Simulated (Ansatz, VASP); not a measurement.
**In2O3: VASP beside Ansatz**

Aim: how closely do two programs agree when they are given the same cell, functional and k mesh? The cell is taken from a series of runs on this material, whose earlier steps may have relaxed, scaled, displaced or heated it; both programs get it as it stands.

Program: Ansatz 0.2.0. Level of theory: plane waves, with VASP 6.6.1 beside it; single point at HSE06. Results are calculated unless marked as measured.

### 1. Set-up

Symmetry: R-3c, No. 167, trigonal system. Conventional cell: a = 5.652 Å, b = 5.652 Å, c = 14.945 Å, α = 90.00°, β = 90.00°, γ = 120.00°. Nearest to In lie 6 O at 2.19 to 2.30 Å. O has 4 In at 2.19 to 2.30 Å nearest. Farther neighbours and most contacts between anions are not listed.

### 2. VASP: single point, HSE06

A single point gives forces, pressure and levels at one fixed geometry, so differences don't come from the geometry; what else differs is listed under the comparison.

Lines of VASP's logs that name or quote its potential files are left out, and so is its time.

The run reads the wave functions of an earlier VASP run, which isn't shown here.

INCAR reads:

```
SYSTEM = In2O3
PREC = Accurate
ENCUT = 520
EDIFF = 1E-06
NELM = 100
ISMEAR = 0
SIGMA = 0.01
LREAL = .FALSE.
ALGO = Normal
LHFCALC = .TRUE.
AEXX = 0.25
GGA = PE
HFSCREEN = 0.208
LASPH = .TRUE.
NBANDS = 54
PRECFOCK = Fast
LORBIT = 11
LWAVE = .FALSE.
LCHARG = .FALSE.
KPAR = 8
NCORE = 2
ISIF = 2
```

POSCAR reads:

```
In2O3
1.0
    2.8258050000      1.6314792774      4.9817666667
   -2.8258050000      1.6314792774      4.9817666667
    0.0000000000     -3.2629585548      4.9817666667
In O
4 6
Direct
    0.3559016003      0.3559016003      0.3559016003
    0.1440983997      0.1440983997      0.1440983997
    0.6440983997      0.6440983997      0.6440983997
    0.8559016003      0.8559016003      0.8559016003
    0.5462500055      0.9537499945      0.2500000000
    0.2500000000      0.5462500055      0.9537499945
    0.9537499945      0.2500000000      0.5462500055
    0.4537499945      0.0462500055      0.7500000000
    0.7500000000      0.4537499945      0.0462500055
    0.0462500055      0.7500000000      0.4537499945
```

KPOINTS reads:

```
Automatic mesh
0
Gamma
4 4 4
0 0 0
```

The projector-augmented-wave data sets are In_d and O (PBE family, release 64).

The run is started by

```bash
$ mpirun -np 16 vasp_std
```

Numbers of over 12 decimals in the logs are rounded to 6 here.

Output:

```text
[banner, memory and clock lines left out]
running   16 mpi-ranks, on    1 nodes
 distrk:  each k-point on    2 cores,    8 groups
 distr:  one band on    2 cores,    1 groups

 POSCAR found type information on POSCAR InO
 POSCAR found :  2 types and      10 ions
 LDA part: xc-table for (Slater+PW92), standard interpolation
 found WAVECAR, reading the header
 POSCAR, INCAR and KPOINTS ok, starting setup
 FFT: planning ... GRIDC
 FFT: planning ... GRID_SOFT
 FFT: planning ... GRID
 reading WAVECAR
 the WAVECAR file was read successfully
 initial charge from wavefunction
 entering main loop
       N       E                     dE             d eps       ncg     rms          rms(c)
DAV:   1    -0.695719159427E+02   -0.69572E+02   -0.20993E+00  1732   0.103E+01    0.446E+00
DAV:   2    -0.696091685769E+02   -0.37253E-01   -0.19147E-01  1732   0.228E+00    0.628E+00
DAV:   3    -0.695993837736E+02    0.97848E-02   -0.28772E-02  2112   0.943E-01    0.532E+00
DAV:   4    -0.695977189040E+02    0.16649E-02   -0.39951E-03  1888   0.506E-01    0.323E+00
DAV:   5    -0.695968302802E+02    0.88862E-03   -0.66801E-04  1968   0.241E-01    0.195E+00
DAV:   6    -0.695965859756E+02    0.24430E-03   -0.21619E-04  1580   0.104E-01    0.118E+00
DAV:   7    -0.695965079264E+02    0.78049E-04   -0.34073E-05  1936   0.513E-02    0.728E-01
DAV:   8    -0.695964858696E+02    0.22057E-04   -0.16872E-05  1804   0.321E-02    0.441E-01
DAV:   9    -0.695964811537E+02    0.47159E-05   -0.60080E-06  1464   0.186E-02    0.264E-01
DAV:  10    -0.695964803356E+02    0.81811E-06   -0.17936E-06  1052   0.105E-02
   1 F= -.69596480E+02 E0= -.69596480E+02  d E =-.141341E-42
```

OUTCAR, selected parts (step 2):

```text
ion  position               nearest neighbor table
   1  0.356  0.356  0.356-   9 2.19   8 2.19  10 2.19   7 2.30   6 2.30   5 2.30   2 3.17   3 3.33
                             3 3.33   3 3.33   2 3.73   2 3.73   2 3.73
   2  0.144  0.144  0.144-  10 2.19   8 2.19   9 2.19   7 2.30   6 2.30   5 2.30   1 3.17   4 3.33
                             4 3.33   4 3.33   1 3.73   1 3.73   1 3.73
   3  0.644  0.644  0.644-   6 2.19   5 2.19   7 2.19   9 2.30  10 2.30   8 2.30   4 3.17   1 3.33
                             1 3.33   1 3.33   4 3.73   4 3.73   4 3.73
   4  0.856  0.856  0.856-   7 2.19   5 2.19   6 2.19   9 2.30  10 2.30   8 2.30   3 3.17   2 3.33
                             2 3.33   2 3.33   3 3.73   3 3.73   3 3.73
   5  0.546  0.954  0.250-   3 2.19   4 2.19   1 2.30   2 2.30
   6  0.250  0.546  0.954-   3 2.19   4 2.19   1 2.30   2 2.30
   7  0.954  0.250  0.546-   4 2.19   3 2.19   1 2.30   2 2.30
   8  0.454  0.046  0.750-   1 2.19   2 2.19   3 2.30   4 2.30
   9  0.750  0.454  0.046-   1 2.19   2 2.19   3 2.30   4 2.30
  10  0.046  0.750  0.454-   2 2.19   1 2.19   3 2.30   4 2.30

  LATTYP: Found a trigonal (rhomboedric) cell.
 ALAT       =     5.9552411918
 COS(alpha) =     0.5496857780

 Subroutine GETGRP returns: Found 12 space group operations
 (whereof  6 operations were pure point group operations)

The static configuration has the point symmetry S_6 .
 The point group associated with its full space group is D_3d.

 Found     13 irreducible k-points:

   k-points           NKPTS =     13   k-points in BZ     NKDIM =     64   number of bands    NBANDS=     54

   dimension x,y,z NGX =    48 NGY =   48 NGZ =   48
   dimension x,y,z NGXF=    96 NGYF=   96 NGZF=   96

   ENCUT  =  520.0 eV  38.22 Ry    6.18 a.u.  11.07 11.07 11.07*2*pi/ulx,y,z

   NELECT =      88.0000    total number of electrons

 k-points in reciprocal lattice and weights: Automatic mesh
   0.00000000  0.00000000  0.00000000       0.016
   0.25000000  0.00000000 -0.00000000       0.094
   0.50000000  0.00000000 -0.00000000       0.047
   0.25000000  0.25000000 -0.00000000       0.094
   0.50000000  0.25000000 -0.00000000       0.188
  -0.25000000  0.25000000  0.00000000       0.094
   0.50000000  0.50000000 -0.00000000       0.047
   0.25000000  0.25000000  0.25000000       0.031
   0.50000000  0.25000000  0.25000000       0.094
  -0.25000000  0.25000000  0.25000000       0.094
   0.50000000  0.50000000  0.25000000       0.094
  -0.25000000  0.50000000  0.25000000       0.094
   0.50000000  0.50000000  0.50000000       0.016

  exchange ACFDT corr.  =         0.00000000  see jH, gK, PRB 81, 115126

 average (electrostatic) potential at core
       1 -88.1357       2 -88.1357       3 -88.1357       4 -88.1357       5 -62.4894
       6 -62.4894       7 -62.4894       8 -62.4894       9 -62.4894      10 -62.4894

 E-fermi :   3.5916

 k-point     1 :       0.0000    0.0000    0.0000
  band No.  band energies     occupation
    ...
     40       3.0921      2.00000
     41       3.2962      2.00000
     42       3.2962      2.00000
     43       3.4525      2.00000
     44       3.4525      2.00000
     45       5.6570      0.00000
     46      10.2836      0.00000
     47      10.8045      0.00000
     48      12.0371      0.00000
     49      13.8199      0.00000
    ...

 k-point     2 :       0.2500    0.0000   -0.0000
  band No.  band energies     occupation
    ...
     40       3.0269      2.00000
     41       3.0963      2.00000
     42       3.1350      2.00000
     43       3.3569      2.00000
     44       3.4954      2.00000
     45       7.2282      0.00000
     46      10.5375      0.00000
     47      10.7176      0.00000
     48      11.3801      0.00000
     49      12.5382      0.00000
    ...

 k-point     3 :       0.5000    0.0000   -0.0000
  band No.  band energies     occupation
    ...
     40       2.6649      2.00000
     41       2.8344      2.00000
     42       2.8344      2.00000
     43       3.4401      2.00000
     44       3.4401      2.00000
     45       9.4658      0.00000
     46       9.4658      0.00000
     47      10.4876      0.00000
     48      10.4876      0.00000
     49      13.2346      0.00000
    ...

  Total      -11.1569464    -11.1569464     -8.7571079      0.0000000      0.0000000      0.0000000
  in kB     -129.7171943   -129.7171943   -101.8152660      0.0000000      0.0000000      0.0000000
  external PRESSURE =    -120.4165516 kB  Pullay stress =       0.0000000 kB

  energy-cutoff  :      520.00
  volume of cell :      137.80
      direct lattice vectors                 reciprocal lattice vectors
     2.825805000  1.631479277  4.981766667     0.176940730  0.102156778  0.066910668
    -2.825805000  1.631479277  4.981766667    -0.176940730  0.102156778  0.066910668
     0.000000000 -3.262958555  4.981766667     0.000000000 -0.204313556  0.066910668

 POSITION                                       TOTAL-FORCE (eV/Angst)
 -----------------------------------------------------------------------------------
      0.00000      0.00000      5.31906         0.000000     -0.000000      0.027398
      0.00000      0.00000      2.15359         0.000000     -0.000000     -0.027398
      0.00000      0.00000      9.62624         0.000000     -0.000000     -0.027398
      0.00000      0.00000     12.79171         0.000000     -0.000000      0.027398
     -1.15152      1.63148      8.71809         0.086801     -0.000000      0.000000
     -0.83714     -1.81298      8.71809        -0.043401      0.075172     -0.000000
      1.98866      0.18150      8.71809        -0.043401     -0.075172     -0.000000
      1.15152     -1.63148      6.22721        -0.086801     -0.000000      0.000000
      0.83714      1.81298      6.22721         0.043401     -0.075172     -0.000000
     -1.98866     -0.18150      6.22721         0.043401      0.075172     -0.000000
 -----------------------------------------------------------------------------------
    total drift:                                0.000001      0.000003     -0.000001

  FREE ENERGIE OF THE ION-ELECTRON SYSTEM (eV)
  ---------------------------------------------------
  free  energy   TOTEN  =       -69.5964803356 eV

  energy  without entropy=      -69.5964803356  energy(sigma->0) =      -69.59648034

 total charge
# of ion       s       p       d       tot
------------------------------------------
    1        0.606   0.571  10.038  11.215
    2        0.606   0.571  10.038  11.215
    3        0.606   0.571  10.038  11.215
    4        0.606   0.571  10.038  11.215
    5        1.563   3.438   0.000   5.001
    6        1.563   3.438   0.000   5.001
    7        1.563   3.438   0.000   5.001
    8        1.563   3.438   0.000   5.001
    9        1.563   3.438   0.000   5.001
   10        1.563   3.438   0.000   5.001
--------------------------------------------------
tot         11.803  22.911  40.154  74.868

[... 3 further parts left out ...]
```

The run ends at a pressure of -12.04 GPa, with forces up to 0.087 eV/Å.

(Continued in part 2 of 2.)

[Lines on the potential files, build, host, timing and source positions are cut from VASP's logs without a mark.]

[Logs are printed without paths, hosts, clocks, repeated set-up lines and the standing remarks that a program may print on its own settings, such as how far it seeks lower states.]

[Hosts, paths, dates, database ids (printed as entryN), source tags and the programs' standing remarks are cut or masked in the printed files.]
